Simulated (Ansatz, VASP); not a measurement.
# Sb: VASP beside Ansatz

INCAR

```
  PREC = Accurate
  ENCUT = 520
  EDIFF = 1E-6
  ISMEAR = 0
  SIGMA = 0.15
  LREAL = False
  LASPH = True
  NELM = 100
  ALGO = Fast
  ISIF = 2
  LWAVE = False
  LCHARG = False
  GGA = PS
  NBANDS = 8
```

The input KPOINTS:

```
regular mesh
0
Gamma
  22 22 22
```

Contents of POSCAR:

```
Sb
1.0
   -1.6238363886      1.6238363886      2.6305802784
    1.6238363886     -1.6238363886      2.6305802784
    1.6238363886      1.6238363886     -2.6305802784
Sb
1
Direct
    0.0000000000      0.0000000000      0.0000000000
```

Input for Ansatz:

```yaml
crystal:
  lattice:
    - [-1.6238363886, 1.6238363886, 2.6305802784]
    - [1.6238363886, -1.6238363886, 2.6305802784]
    - [1.6238363886, 1.6238363886, -2.6305802784]
  atoms:
    - { symbol: Sb, position: [0.0, 0.0, 0.0] }
basis:
  ecutwfc: 420
kpoints:
  mp_grid: { grid: [22, 22, 22] }
hamiltonian:
  xc: pbesol
scf:
  occupations: { method: gaussian, width: 0.15 }
output:
  forces: true
  stress: true
  eigenvalues: true
```

Change from the starting cell: strain +0.030 along x and y, -0.030 along z, atoms carried along.

Alike in both runs: task single point; functional PBEsol; k mesh 22 × 22 × 22; occupations gaussian, width 0.15 eV; no spin polarisation.

```csv
,VASP,Ansatz
version,VASP 6.6.1,Ansatz 0.2.0
potentials or method,"VASP PAW PBE potentials, release 64 (Sb)","scalar-relativistic, plane waves, PAW"
plane-wave cutoff (eV),520,420
valence electrons in the cell,5,15
```

```csv
,VASP,Ansatz,Ansatz less VASP
gap on the k mesh at the Fermi level (eV),none,none,-
pressure (GPa),-3.3,-3.2,+0.04
largest component of the traceless stress (GPa),0.56,0.58,+0.016
```

A gap of «none» marks a metal or a gap that the smearing closes. The two sets of potentials don't hold the same shells in valence.

Caveats: the PAW data sets were made with another functional, which shifts forces and pressure a little (VASP). The runs have no spin-orbit coupling, so splittings on Sb are missing.
